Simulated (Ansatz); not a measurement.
## Honeycomb ZnS monolayer in a perpendicular field

Wanted: the out-of-plane response of the honeycomb ZnS monolayer. A positive field points along +c.

Program: Ansatz 0.2.0. Level of theory: plane-wave DFT, PBE-D3(BJ), Ansatz PAW (set soft_1); PAW set soft_1. Results are calculated unless marked as measured.

### 1. The structure

The cell holds 2 atoms: 1 S and 1 Zn. Cell: a = 3.890 Å, b = 3.890 Å, c = 31.000 Å, α = 90.0°, β = 90.0°, γ = 120.0°. Vacuum lies along c.

### 2. Relaxing the slab

The starting cell is a guess, so the in-plane lattice and the atoms are relaxed first, with the slab cut off from its images along the normal.

File input.yaml:

```yaml
crystal:
  lattice:
    - [3.89, 0.0, 0.0]
    - [-1.945, 3.3688388207, 0.0]
    - [0.0, 0.0, 31.0]
  atoms:
    - { symbol: S, position: [0.6666666667, 0.3333333333, 0.5] }
    - { symbol: Zn, position: [0.3333333333, 0.6666666667, 0.5] }
  periodic: [true, true, false]
kpoints:
  mp_grid: { grid: [12, 12, 1] }
hamiltonian:
  xc: pbe
  dispersion: d3bj
  pseudopotentials: { kind: paw, azcp: { folder: soft_1 } }
scf:
  occupations: { method: fermi_dirac, width: 0.05 }
  convergence: { dr2_threshold: 1.0e-09 }
relax:
  f_tol: 0.004
  max_steps: 90
  cell: {}
output:
  write_potential: true
  write_density: true
  volumetric_format: npy
```

Run with:

```bash
ansatz run input.yaml --threads 2 --pin off --max-ram 3072MiB --backend cpu --events-out ev --progress --plain --runs-dir out
```

Numbers of over 12 decimals in the logs are rounded to 6 here.

What it wrote:

```text
Warning: relax.cell: scf.convergence.dr2_threshold = 1e-9 eV is looser than the 2e-10 eV advised for a relaxation that steers and ends on the stress (1e-10 eV for each atom of the cell: 2). What an SCF threshold leaves in a stress goes as its square root, and in the free energy as the threshold itself, and one threshold admits the most on a small cell: [figures from the program's tests cut] Set scf.convergence.dr2_threshold to 2e-10 eV or tighter. The threshold is an SCF's pass mark: one that does not reach it within its budget of iterations ends unconverged, or closes short of it on a stop that the run arms, and scf.convergence.dr2_threshold's page says what that costs each kind of run
Engine: ansatz 0.2.0, aarch64-unknown-linux-gnu
Pseudopotentials: kind: paw
Pseudopotential: S, paw, valence charge 6, recommended cutoff 420 eV (normal), soft_1/S.paw.azcp
Pseudopotential: Zn, paw, valence charge 12, recommended cutoff 420 eV (normal), soft_1/Zn.paw.azcp
Functional definition: PBE
  parameter kappa = 0.804
  parameter beta = 0.066725
  exchange = pbe_x(kappa = kappa, mu = beta*pi^2/3)
  correlation = pbe_c(beta = beta)
Crystal: 2 atoms, lattice volume = 406.248 Å³
Basis set: ecut = 420 eV, 7999 PW (Γ), exchange–correlation on 54×54×432 points (8 copies of the dense FFT grid, shifted against one another)
Bands: 13, of which v1, the nominal top of the filled ones, is band 9 counted from 1 (8 counted from 0)
Symmetry: 12 space group operations
Space group: P-6m2 (ITA 187), of the structure as read, at distance tolerance 7.4e-5 Å
k-points: 19 of 144 (time reversal used)
Non-local potential: S, projectors of the file, l = 0: 2, l = 1: 2, l = 2: 1
Non-local potential: Zn, projectors of the file, l = 0: 2, l = 1: 2, l = 2: 3, l = 3: 1
PAW form: soft (Blöchl's): semilocal exchange-correlation on the pseudo side does not see the compensation charge
PAW one-centre angular grid: S, 110 points (default); XC on 64 Gauss nodes
PAW one-centre angular grid: Zn, 590 points (default); XC on 64 Gauss nodes
Initial density: superposition of atomic densities (neutral atoms: chi_scale 0, normalization atom)
Initial wavefunctions: pseudopotential atomic-orbital guess
Functional: x = pbe(κ = 0.804, μ = 0.219515), c = pbe(β = 0.066725)
SCF iter   1: F=—  HF=-4223.166638 eV  |F-HF|=—  |Δ(HF+E_count)|=         —  Δρ=1.66e-2  dr2=1.97e0  ethr=3.10e-3  ⟨swp⟩=12.9  Hψ=2684  notcnv=0
preconditioner: auto → none  [insulator: Δε(μ)=2.902 eV  Ē_g=10.796 eV  σ=0.050 eV  W_gap=1.00  n_scr=16 (ndim 8)  ℏωp=7.8 eV  f_vac=0.840  D(μ)=0.00/eV (n_scr^D=0)  ε∞_Penn≈1.5]
SCF iter   2: F=—  HF=-4222.640473 eV  |F-HF|=—  |Δ(HF+E_count)|=   5.26e-1  Δρ=1.19e-2  dr2=3.24e-1  ethr=3.10e-3  ⟨swp⟩=4.2  Hψ=797  notcnv=0
SCF iter   3: F=—  HF=-4222.545485 eV  |F-HF|=—  |Δ(HF+E_count)|=   9.50e-2  Δρ=3.36e-3  dr2=3.54e-2  ethr=1.80e-3  ⟨swp⟩=3.1  Hψ=654  notcnv=0
SCF iter   4: F=—  HF=-4222.539931 eV  |F-HF|=—  |Δ(HF+E_count)|=   5.55e-3  Δρ=2.20e-3  dr2=9.25e-3  ethr=1.97e-4  ⟨swp⟩=3.2  Hψ=805  notcnv=0
SCF iter   5: F=—  HF=-4222.539156 eV  |F-HF|=—  |Δ(HF+E_count)|=   7.74e-4  Δρ=2.78e-4  dr2=1.55e-4  ethr=5.14e-5  ⟨swp⟩=2.1  Hψ=449  notcnv=0
SCF iter   6: F=—  HF=-4222.539172 eV  |F-HF|=—  |Δ(HF+E_count)|=   1.55e-5  Δρ=8.72e-5  dr2=1.51e-5  ethr=8.59e-7  ⟨swp⟩=2.5  Hψ=449  notcnv=0
SCF iter   7: F=—  HF=-4222.539191 eV  |F-HF|=—  |Δ(HF+E_count)|=   1.87e-5  Δρ=5.80e-6  dr2=9.66e-8  ethr=8.39e-8  ⟨swp⟩=2.4  Hψ=463  notcnv=0
SCF iter   8: F=—  HF=-4222.539216 eV  |F-HF|=—  |Δ(HF+E_count)|=   2.54e-5  Δρ=2.54e-6  dr2=2.53e-8  ethr=5.37e-10  ⟨swp⟩=3.4  Hψ=588  notcnv=0
SCF iter   9: F=—  HF=-4222.539216 eV  |F-HF|=—  |Δ(HF+E_count)|=   6.13e-9  Δρ=9.25e-7  dr2=3.24e-9  ethr=1.41e-10  ⟨swp⟩=2.5  Hψ=450  notcnv=0
SCF iter  10: F=-4222.539216 eV  HF=-4222.539216 eV  |F-HF|=4.73e-11  |Δ(HF+E_count)|=  7.28e-10  Δρ=2.12e-7  dr2=1.46e-10  ethr=5.56e-12  ⟨swp⟩=10.6  Hψ=1833  notcnv=0
SCF 1 converged in 10 iterations: F = -4222.539216 eV  dr2 = 1.46e-10
  greatest PAW one-centre occupation: 0.986 electrons in one spin orbital (limit 2), on the Zn atom at site 1 (counted from 0), in its partial waves of l = 2
relax step   1: F+E_penalty+E_count = -4222.53921610 eV  Δ(F+E_penalty+E_count) = +0.000e0 eV  max|allowed force component| = 2.035e-16 eV/Å  Δτ_max = 0.0000 Å  P = -0.464 N/m  Ω = 406.248 Å³  fix = [c, alpha, beta]  reactions: c -0.000 N/m  (10 SCF iters, accepted)
Crystal: 2 atoms, lattice volume = 404.469 Å³
Basis set: ecut = 420 eV, 7951 PW (Γ), exchange–correlation on 54×54×432 points (8 copies of the dense FFT grid, shifted against one another)
Initial density: handed on by an earlier stage of this run
Initial wavefunctions: those handed on with the density
iter 1 solved again at ethr=1.54e-7 eV; its pass at ethr=3.10e-3 eV (dr2=2.78e-5 eV) is discarded
SCF iter   1: F=—  HF=-4222.540584 eV  |F-HF|=—  |Δ(HF+E_count)|=         —  Δρ=1.22e-4  dr2=6.31e-5  ethr=1.54e-7  ⟨swp⟩=4.3  Hψ=2290  notcnv=0
eigensolver tolerance schedule calibrated: the retry pair's looser diagonalisation under-reported the residual by θ = 0.56 (0.13/decade); ethr = c·dr2/N_el runs at the constant in force after the calibration composes with the one it found (an armed cap, an earlier calibration), c = 5.9e-2
preconditioner: auto → none  [insulator: Δε(μ)=2.561 eV  Ē_g=11.207 eV  σ=0.050 eV  W_gap=1.00  n_scr=16 (ndim 8)  ℏωp=7.8 eV  f_vac=0.847  D(μ)=0.00/eV (n_scr^D=0)  ε∞_Penn≈1.5]
SCF iter   2: F=—  HF=-4222.540588 eV  |F-HF|=—  |Δ(HF+E_count)|=   4.36e-6  Δρ=6.15e-5  dr2=1.18e-5  ethr=1.54e-7  ⟨swp⟩=2.1  Hψ=427  notcnv=0
SCF iter   3: F=—  HF=-4222.540585 eV  |F-HF|=—  |Δ(HF+E_count)|=   2.73e-6  Δρ=2.62e-5  dr2=1.71e-6  ethr=3.87e-8  ⟨swp⟩=2.7  Hψ=484  notcnv=0
SCF iter   4: F=—  HF=-4222.540611 eV  |F-HF|=—  |Δ(HF+E_count)|=   2.55e-5  Δρ=6.67e-6  dr2=1.89e-7  ethr=5.60e-9  ⟨swp⟩=2.5  Hψ=466  notcnv=0
SCF iter   5: F=—  HF=-4222.540611 eV  |F-HF|=—  |Δ(HF+E_count)|=   7.32e-9  Δρ=1.63e-6  dr2=7.19e-9  ethr=6.17e-10  ⟨swp⟩=3.1  Hψ=522  notcnv=0
SCF iter   6: F=-4222.540611 eV  HF=-4222.540611 eV  |F-HF|=2.31e-10  |Δ(HF+E_count)|=   1.06e-8  Δρ=4.20e-7  dr2=4.33e-10  ethr=3.28e-12  ⟨swp⟩=11.2  Hψ=1952  notcnv=0
SCF 2 converged in 6 iterations: F = -4222.540611 eV  dr2 = 4.33e-10
relax step   2: F+E_penalty+E_count = -4222.54061073 eV  Δ(F+E_penalty+E_count) = -1.395e-3 eV  max|allowed force component| = 2.405e-16 eV/Å  Δτ_max = 0.0000 Å  P = -0.270 N/m  Ω = 404.469 Å³  energy of the carried Pulay correction = +7.924e-5 eV  fix = [c, alpha, beta]  reactions: c -0.000 N/m  (6 SCF iters, accepted)
Crystal: 2 atoms, lattice volume = 402.020 Å³
Basis set: ecut = 420 eV, 7903 PW (Γ), exchange–correlation on 54×54×432 points (8 copies of the dense FFT grid, shifted against one another)
iter 1 solved again at ethr=2.97e-7 eV; its pass at ethr=3.10e-3 eV (dr2=5.35e-5 eV) is discarded
SCF iter   1: F=—  HF=-4222.541364 eV  |F-HF|=—  |Δ(HF+E_count)|=         —  Δρ=1.71e-4  dr2=1.23e-4  ethr=2.97e-7  ⟨swp⟩=4.1  Hψ=2290  notcnv=0
eigensolver tolerance schedule calibrated: the retry pair's looser diagonalisation under-reported the residual by θ = 0.57 (0.14/decade); ethr = c·dr2/N_el runs at the constant in force after the calibration composes with the one it found (an armed cap, an earlier calibration), c = 5.0e-2
preconditioner: auto → none  [insulator: Δε(μ)=2.596 eV  Ē_g=11.235 eV  σ=0.050 eV  W_gap=1.00  n_scr=16 (ndim 8)  ℏωp=7.9 eV  f_vac=0.847  D(μ)=0.00/eV (n_scr^D=0)  ε∞_Penn≈1.5]
SCF iter   2: F=—  HF=-4222.541333 eV  |F-HF|=—  |Δ(HF+E_count)|=   3.11e-5  Δρ=8.66e-5  dr2=2.31e-5  ethr=2.97e-7  ⟨swp⟩=2.0  Hψ=418  notcnv=0
SCF iter   3: F=—  HF=-4222.541345 eV  |F-HF|=—  |Δ(HF+E_count)|=   1.24e-5  Δρ=3.67e-5  dr2=3.33e-6  ethr=6.47e-8  ⟨swp⟩=2.7  Hψ=493  notcnv=0
SCF iter   4: F=—  HF=-4222.541372 eV  |F-HF|=—  |Δ(HF+E_count)|=   2.69e-5  Δρ=9.26e-6  dr2=3.58e-7  ethr=9.33e-9  ⟨swp⟩=2.6  Hψ=485  notcnv=0
SCF iter   5: F=—  HF=-4222.541372 eV  |F-HF|=—  |Δ(HF+E_count)|=   1.61e-8  Δρ=2.29e-6  dr2=1.39e-8  ethr=1.00e-9  ⟨swp⟩=3.1  Hψ=533  notcnv=0
SCF iter   6: F=-4222.541372 eV  HF=-4222.541372 eV  |F-HF|=3.00e-10  |Δ(HF+E_count)|=   2.13e-8  Δρ=6.15e-7  dr2=8.32e-10  ethr=2.80e-12  ⟨swp⟩=9.6  Hψ=2184  notcnv=0
SCF 3 converged in 6 iterations: F = -4222.541372 eV  dr2 = 8.32e-10
relax step   3: F+E_penalty+E_count = -4222.54137181 eV  Δ(F+E_penalty+E_count) = -7.611e-4 eV  max|allowed force component| = 1.480e-16 eV/Å  Δτ_max = 0.0000 Å  P = +0.007 N/m  Ω = 402.020 Å³  energy of the carried Pulay correction = +1.890e-4 eV  fix = [c, alpha, beta]  reactions: c +0.000 N/m  (6 SCF iters, accepted)
Initial wavefunctions: pseudopotential atomic-orbital guess (no wavefunctions were taken with the density)
iter 1 solved again at ethr=9.29e-7 eV; its pass at ethr=3.10e-3 eV (dr2=1.67e-4 eV) is discarded
SCF iter   1: F=—  HF=-4222.541136 eV  |F-HF|=—  |Δ(HF+E_count)|=         —  Δρ=8.58e-6  dr2=8.56e-8  ethr=9.29e-7  ⟨swp⟩=5.0  Hψ=3619  notcnv=0
eigensolver tolerance schedule: the retry pair's looser diagonalisation over-reported the residual by 1952.18 of it (diagonalisation noise at 1.41 of the residual, at the tolerance the schedule requests for it); recorded, not acted on — ethr = c·dr2/N_el stays at c = 1.0e-1
preconditioner: auto → none  [insulator: Δε(μ)=2.592 eV  Ē_g=11.234 eV  σ=0.050 eV  W_gap=1.00  n_scr=16 (ndim 8)  ℏωp=7.9 eV  f_vac=0.847  D(μ)=0.00/eV (n_scr^D=0)  ε∞_Penn≈1.5]
SCF iter   2: F=—  HF=-4222.541183 eV  |F-HF|=—  |Δ(HF+E_count)|=   4.65e-5  Δρ=1.31e-5  dr2=3.01e-7  ethr=4.76e-10  ⟨swp⟩=4.7  Hψ=766  notcnv=0
SCF iter   3: F=—  HF=-4222.541183 eV  |F-HF|=—  |Δ(HF+E_count)|=   1.91e-8  Δρ=4.34e-6  dr2=5.34e-8  ethr=4.76e-10  ⟨swp⟩=2.1  Hψ=410  notcnv=0
SCF iter   4: F=—  HF=-4222.541183 eV  |F-HF|=—  |Δ(HF+E_count)|=   3.75e-8  Δρ=4.65e-7  dr2=1.01e-9  ethr=2.97e-10  ⟨swp⟩=2.7  Hψ=491  notcnv=0
SCF iter   5: F=-4222.541183 eV  HF=-4222.541183 eV  |F-HF|=1.09e-11  |Δ(HF+E_count)|=  3.62e-10  Δρ=1.22e-7  dr2=3.16e-11  ethr=5.56e-12  ⟨swp⟩=16.2  Hψ=2419  notcnv=0
SCF 4 converged in 5 iterations: F = -4222.541183 eV  dr2 = 3.16e-11
relax step   4: F+E_penalty+E_count = -4222.54118272 eV  Δ(F+E_penalty+E_count) = +1.891e-4 eV  max|allowed force component| = 1.110e-16 eV/Å  Δτ_max = 0.0000 Å  P = +0.007 N/m  Ω = 402.020 Å³  fix = [c, alpha, beta]  reactions: c +0.000 N/m  stress off target by 7.16e-3 N/m on what of the cell is left free  SCF on the basis re-selected at this cell (its energy is not comparable with the rows above)  (5 SCF iters)
basis re-selected at this cell: Δ(F+E_penalty+E_count) = +1.891e-4 eV, ΔP = -0.000 N/m vs the last step (what re-selecting the basis moved, of the pressure what is left beyond the Pulay correction that the steps carried, after the strain that the cell walked since its last selection, with what the two solves' SCF thresholds leave and, on support functions, any second-order correction that the steps lacked; it is no m [...]
SCF converged after 5 iterations
Free energy (F): -4222.541183 eV
Harris-Foulkes:  -4222.541183 eV  (|F-HF|=1.09e-11)
Internal energy: -4222.541183 eV  (E = F + TS)
E sigma→0 (E₀):  -4222.541183 eV
Fermi energy:    -4.695251 eV
--- Per-component energies (eV) ---
  E_band       = -200.452878
  E_kinetic    = 252.651157
  E_local      = -18436.958936  (includes V_loc(G=0)·N_el)
  E_nonlocal   = 853.918277
  E_hartree    = 8845.973416
  E_xc         = -166.757160
  E_vxc        = -132.807182  (∫ρ·V_xc dr)
  E_paw        = -2505.997417  (= ΣΔE_a)
  E_vpaw       = -429.202728  (= ΣTr[D̂ρ^β])
  E_aug_tail   = -0.000260  (compensation charges beyond the density's cutoff)
  E_ewald      = 6934.888247
  E_disp       = -0.258507  (pairwise vdW)
  E_smearing   = -0.000000  (= −TS)
  E_closure    = 0.000000  (closes the sum)
  Σ components = -4222.541183   (vs F -4222.541183, Δ=0.00e0)
--- Forces (eV/Å), atoms counted from 1 ---
  atom   1  S      0.00000000     0.00000000     0.00000000
  atom   2  Zn     0.00000000    -0.00000000     0.00000000
  max |Σ_I F_I| component: 7.40e-17 eV/Å
--- 2D stress c σ (N/m, compression-positive) ---
        0.007159      -0.000000      -0.000000
        0.000000       0.007159       0.000000
       -0.000000       0.000000       0.000000
  P = ½ c Tr σ = 0.0072 N/m
--- Band table (eV; the first three rows and the last of 19) ---
  k-point 0: bands = [... 5 lower, -11.5659, -7.6501, -6.0202, -6.0202, -3.4287, -0.5218 (-0.5220°), -0.4252, 0.2975]
  k-point 1: bands = [... 5 lower, -11.5625, -7.5781, -6.5097, -6.1449, -2.9955, -0.4155 (-0.4157°), -0.3752, 0.3901]
  k-point 2: bands = [... 5 lower, -11.5534, -7.4672, -7.3736, -6.4620, -2.2757, -0.2819 (-0.2819°), -0.1675, 0.6156]
  k-point 18: bands = [... 5 lower, -11.2831, -10.0239, -9.0735, -6.1351, -1.1497, 0.5260, 1.6204, 2.6742]
  ° read free of the cell's end (the report's vacuum.weakly_bound_levels)
--- Relaxed structure (3 steps of the walk, 3 accepted, 1 SCFs on fresh bases) ---
  F+E_penalty+E_count = -4222.54118272 eV   max|allowed force component| = 1.110e-16 eV/Å   (the final SCF, on the basis selected at the relaxed cell)
  cell:  # Å, volume = 402.0199 Å³
    - [3.869703, -1.1267220685853492e-18, 0]
    - [-1.934851, 3.351261, 0]
    - [0, 0, 31.0]
  atoms:
    - { symbol: S, position: [0.666667, 0.333333, 0.5] }
    - { symbol: Zn, position: [0.333333, 0.666667, 0.5] }
```

Wall time 26 s (2 threads of Arm Neoverse V1, shared host); peak memory 0.55 GiB; 49 s of CPU time.

The steps of the relaxation:

```csv
step,energy less that of the first step (eV),largest force component (eV/Å),volume (Å³)
1,0.0000,0.0000,406.25
2,-0.0014,0.0000,404.47
3,-0.0022,0.0000,402.02
4*,-0.0020,0.0000,402.02
```

Relaxation steps marked * repeat the geometry before them on a plane-wave basis chosen anew for their cell, so energy and pressure can jump there.

Forces are held to the 12 operations that the run works with; a distortion that breaks them can't arise in this run.

```csv
cell as run,before,after,change
a (Å),3.890,3.870,-0.5 %
b (Å),3.890,3.870,-0.5 %
```

Final coordinates:

```xyz
2
Lattice="3.8697 0.0000 0.0000 -1.9349 3.3513 0.0000 0.0000 0.0000 31.0000" Properties=species:S:1:pos:R:3
S     1.9349    1.1171   15.5000
Zn    0.0000    2.2342   15.5000
```

Numbers from this step:

```
gap on the k-mesh : 2.592 eV
```

The lattice constant a goes from 3.890 to 3.870 Å.

(Part 1 of 2 ends here.)

[Logs are printed without paths, hosts, clocks, repeated set-up lines and the standing remarks that a program may print on its own settings, such as how far it seeks lower states.]

[Hosts, paths, dates, database ids (printed as entryN), source tags and the programs' standing remarks are cut or masked in the printed files.]

[Maps of the electrostatic potential energy from Ansatz leave out the sawtooth potential of an applied field or a dipole correction, so their vacuum need not be flat; planar profiles and work functions include it.]
